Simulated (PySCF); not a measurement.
Bonds (- single, = double, # triple, : aromatic): C1-C2, C2-C3, C3-C4, C3-C5. C1 carries H6, H7, H8; C2 carries H9, H10; C3 carries H11; C4 carries H12, H13, H14; C5 carries H15, H16, H17.

[PySCF 2.14: shieldings: GIAO PBE0/pcSseg-1; structure optimised with GFN2-xTB; non-relativistic Hamiltonian; a single conformation; one averaged value for each set of equivalent atoms; in vacuum]

Shifts are taken against calculated references (same method and geometry level): 13C and 1H vs TMS.

```csv
atoms,nucleus,count,Hirshfeld charge,δ (ppm)
H12/H13/H14/H15/H16/H17,1H,6,0.04,0.96
C1,13C,1,-0.12,15.1
C3,13C,1,-0.02,34.4
H11,1H,1,0.03,1.22
H9/H10,1H,2,0.03,?
H6/H7/H8,1H,3,0.04,1.03
C2,13C,1,-0.07,?
C4/C5,13C,2,-0.12,24.7
```

Question: Estimate the values marked ?.

Answer: 
- C2: 35.9 ppm, sp3 CH2; saturated and bonded to C and H only
- H9/H10: 1.17 ppm, hydrogen on an sp3 CH2; far from electronegative atoms and π systems

Shifts are as computed. Against solution values, carbons near 30 ppm lie about +3 ppm off and those near 130 ppm about +5 ppm. Of 1211 compounds with measured shifts, 218 miss one by over three times the rms of a fit or turn the order of signals round; such compounds aren't used in these exercises.
